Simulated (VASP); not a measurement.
## A VASP 6.6.1 single-point calculation on MgS

INCAR

```
LCHARG = .FALSE.
ISIF = 2
NELM = 120
ENCUT = 700
SIGMA = 0.02
LASPH = .TRUE.
LREAL = .FALSE.
IBRION = -1
PREC = Accurate
NBANDS = 11
LWAVE = .FALSE.
GGA = PE
EDIFF = 1E-7
ISMEAR = -1
NSW = 0
```

KPOINTS

```
KPOINTS created by Atomic Simulation Environment
0
Monkhorst-Pack
8 8 8
0 0 0
```

POSCAR

```
Mg S
 1.0000000000000000
     0.0000000000000000    2.8308768411999998    2.7742593044000001
     2.8308768411999998    0.0000000000000000    2.7742593044000001
     2.8308768411999998    2.8308768411999998    0.0000000000000000
 Mg  S
   1   1
Cartesian
  0.0000000000000000  0.0000000000000000  0.0000000000000000
  1.4154384205999999  1.4154384205999999  1.3871296522000001
```

The recommended PBE PAW datasets give the neutral cell 8 valence electrons.

Command

```
mpirun -np 1 vasp_std
```

OSZICAR

```
N       E                     dE             d eps       ncg     rms          rms(c)
DAV:   1     0.304672142544E+02    0.30467E+02   -0.40058E+03  3184   0.740E+02
DAV:   2    -0.656353618261E+01   -0.37031E+02   -0.35103E+02  3945   0.109E+02
DAV:   3    -0.895550230707E+01   -0.23920E+01   -0.23877E+01  3941   0.303E+01
DAV:   4    -0.897572072269E+01   -0.20218E-01   -0.20216E-01  3837   0.332E+00
DAV:   5    -0.897594624342E+01   -0.22552E-03   -0.22552E-03  4001   0.347E-01    0.409E+00
DAV:   6    -0.849010832998E+01    0.48584E+00   -0.11990E+00  3543   0.410E+00    0.315E+00
DAV:   7    -0.845473221501E+01    0.35376E-01   -0.27319E-01  3852   0.214E+00    0.246E+00
DAV:   8    -0.846222644111E+01   -0.74942E-02   -0.23095E-02  3528   0.924E-01    0.139E+00
DAV:   9    -0.846136436925E+01    0.86207E-03   -0.24327E-03  3528   0.246E-01    0.432E-01
DAV:  10    -0.846156218410E+01   -0.19781E-03   -0.63962E-04  3594   0.119E-01    0.903E-02
DAV:  11    -0.846156717156E+01   -0.49875E-05   -0.54932E-05  3825   0.306E-02    0.526E-02
DAV:  12    -0.846156857202E+01   -0.14005E-05   -0.65577E-06  3696   0.129E-02    0.619E-03
DAV:  13    -0.846156856914E+01    0.28776E-08   -0.28234E-07  3883   0.273E-03
   1 F= -.84615686E+01 E0= -.84615686E+01  d E =-.155050E-11
```

From OUTCAR

```
k-points           NKPTS =    144   k-points in BZ     NKDIM =    144   number of bands    NBANDS=     11

   NELECT =       8.0000    total number of electrons

   dimension x,y,z NGX =    36 NGY =   36 NGZ =   36
   dimension x,y,z NGXF=    72 NGYF=   72 NGZF=   72

  energy-cutoff  :      700.00
  volume of cell :       44.47
      direct lattice vectors                 reciprocal lattice vectors
     0.000000000  2.830876841  2.774259304    -0.176623721  0.176623721  0.180228286
     2.830876841  0.000000000  2.774259304     0.176623721 -0.176623721  0.180228286
     2.830876841  2.830876841  0.000000000     0.176623721  0.176623721 -0.180228286

 k-points in reciprocal lattice and weights: KPOINTS created by Atomic Simulation Env
   0.06250000  0.06250000  0.06250000       0.004
   0.18750000  0.06250000  0.06250000       0.008
   0.31250000  0.06250000  0.06250000       0.008
   0.43750000  0.06250000  0.06250000       0.008
  -0.43750000  0.06250000  0.06250000       0.008
  -0.31250000  0.06250000  0.06250000       0.008
  -0.18750000  0.06250000  0.06250000       0.008
  -0.06250000  0.06250000  0.06250000       0.008
   ...

 E-fermi :   1.6416

 k-point     1 :       0.0625    0.0625    0.0625
  band No.  band energies     occupation
      1     -10.1206      2.00000
      2       0.9871      2.00000
      3       1.1583      2.00000
      4       1.1974      2.00000
      5       4.9484      0.00000
      6       9.1336      0.00000
      7       9.2398      0.00000
      8       9.2561      0.00000
      9      11.7451      0.00000
     10      12.0555      0.00000
     11      14.8730      0.00000

 k-point     2 :       0.1875    0.0625    0.0625
  band No.  band energies     occupation
      1     -10.0017      2.00000
      2       0.2465      2.00000
      3       0.9759      2.00000
      4       1.1698      2.00000
      5       5.7158      0.00000
      6       8.8689      0.00000
      7       9.4305      0.00000
      8       9.5161      0.00000
      9      11.1371      0.00000
     10      11.8329      0.00000
     11      14.5068      0.00000

 k-point     3 :       0.3125    0.0625    0.0625
  band No.  band energies     occupation
      1      -9.7538      2.00000
      2      -0.8832      2.00000
      3       0.8018      2.00000
      4       1.0616      2.00000
      5       6.4688      0.00000
      6       8.9866      0.00000
      7       9.2683      0.00000
      8       9.4640      0.00000
      9      11.3204      0.00000
     10      12.4415      0.00000
     11      13.7409      0.00000

 k-point     4 :       0.4375    0.0625    0.0625
  band No.  band energies     occupation
      1      -9.5049      2.00000
      2      -1.7263      2.00000
      3       0.7015      2.00000
      4       0.9354      2.00000
      5       6.5597      0.00000
      6       8.6991      0.00000
      7       9.1042      0.00000
      8       9.8256      0.00000
      9      12.7481      0.00000
     10      13.5645      0.00000
     11      14.2663      0.00000

 k-point     5 :      -0.4375    0.0625    0.0625
  band No.  band energies     occupation
      1      -9.4250      2.00000
      2      -1.9616      2.00000
      3       0.7111      2.00000
      4       0.8625      2.00000
      5       6.5306      0.00000
      6       8.5071      0.00000
      7       9.0340      0.00000
      8      10.0845      0.00000
      9      13.8097      0.00000
     10      14.3958      0.00000
     11      14.6230      0.00000

 ...

  Total        0.5772294      0.5772294      0.6768999      0.0000000     -0.0000000      0.0000000
  in kB       20.7988829     20.7988829     24.3902360      0.0000000     -0.0000000      0.0000000
  external PRESSURE =      21.9960006 kB  Pullay stress =       0.0000000 kB

 POSITION                                       TOTAL-FORCE (eV/Angst)
 -----------------------------------------------------------------------------------
      0.00000      0.00000      0.00000         0.000000      0.000000     -0.000000
      1.41544      1.41544      1.38713        -0.000000     -0.000000      0.000000
 -----------------------------------------------------------------------------------
    total drift:                               -0.000000     -0.000000     -0.000000

  FREE ENERGIE OF THE ION-ELECTRON SYSTEM (eV)
  ---------------------------------------------------
  free  energy   TOTEN  =        -8.4615685691 eV

  energy  without entropy=       -8.4615685691  energy(sigma->0) =       -8.46156857
```

It converged. Results: gap between bands v and c on the k mesh 3.75 eV; least direct gap on the k mesh 3.75 eV; pressure 2.2 GPa. Band v is the last that the valence electrons fill when counted band by band, and c is the next.

The shifted mesh misses Γ, so a band edge there is missed.

For comparison, a separate PBE run of the intended cell, on usual settings and not on those above, gives a gap of 3.52 eV on its mesh and a pressure of 2.2 GPa.

The run above took about 66 s on one core of a shared host (Intel Xeon Platinum 8488C) and held 0.26 GiB at most.
